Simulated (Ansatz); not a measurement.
Runs of Ansatz 0.2.0 on C. The structure is cubic, space group Fd-3m (No. 227). Conventional cell: a = 3.567 Å, b = 3.567 Å, c = 3.567 Å, α = 90.00°, β = 90.00°, γ = 90.00°. C (site symmetry -43m) is surrounded by 4 C at 1.54 Å. This isn't the form of C at room conditions, which is graphite.

```csv
task,level,potentials or basis,cell,k mesh,cutoff (eV),smearing,points for each segment of the path,atoms under strain,gap on the mesh (eV),pressure (GPa),V0 of scaled cells (Å³/atom),B0 (GPa)
band structure,BLYP,Ansatz PAW,as given,13 × 13 × 13,420,fermi-dirac 0.05 eV,14,-,4.47,(c),-,-
equation of state,PBEsol+D4,Ansatz PAW,as given,13 × 13 × 13,420,fermi-dirac 0.05 eV,-,-,-,-,5.57,(d)
equation of state,r2SCAN,Ansatz PAW,as given,13 × 13 × 13,500,fermi-dirac 0.05 eV,-,-,-,-,5.64,451
equation of state,PBE,Ansatz PAW earlier set,as given,13 × 13 × 13,820,fermi-dirac 0.05 eV,-,-,-,-,5.69,434
relaxation of cell and atoms,RPBE+D4,Ansatz PAW,relaxed,13 × 13 × 13,420,fermi-dirac 0.05 eV,-,-,4.18,0.0,-,-
Born charges and dielectric tensor,r2SCAN,Ansatz PAW,as given,13 × 13 × 13,500,fixed,-,-,4.36,-,-,-
band structure,BPBE,Ansatz PAW,as given,13 × 13 × 13,420,fermi-dirac 0.05 eV,14,-,(a),(b),-,-
elastic constants,LDA,Ansatz PAW,as given,11 × 11 × 11,420,fixed,-,relaxed,4.10,-13.1,-,-
```

Alike in all rows: no spin polarisation.

Task: Estimate the missing entries.

Result: (a) 4.15; (b) 2.2; (c) 11.0; (d) 456.

Caveats: the PAW data sets come from PBE, with cores solved anew for the run's functional, which leaves a small shift of forces and pressure (some runs); odd divisions of the mesh miss points on the zone boundary, where band edges often lie, so the gap on the mesh can be too wide (some runs); the PAW data sets were made with another functional, which shifts forces and pressure a little (some runs); the plane-wave basis is chosen anew once the cell has moved, so the energies of steps on either side of that aren't comparable (some runs); the cell is more than 3 GPa from zero pressure, which shifts response properties (some runs).

A k mesh can miss the band edges.
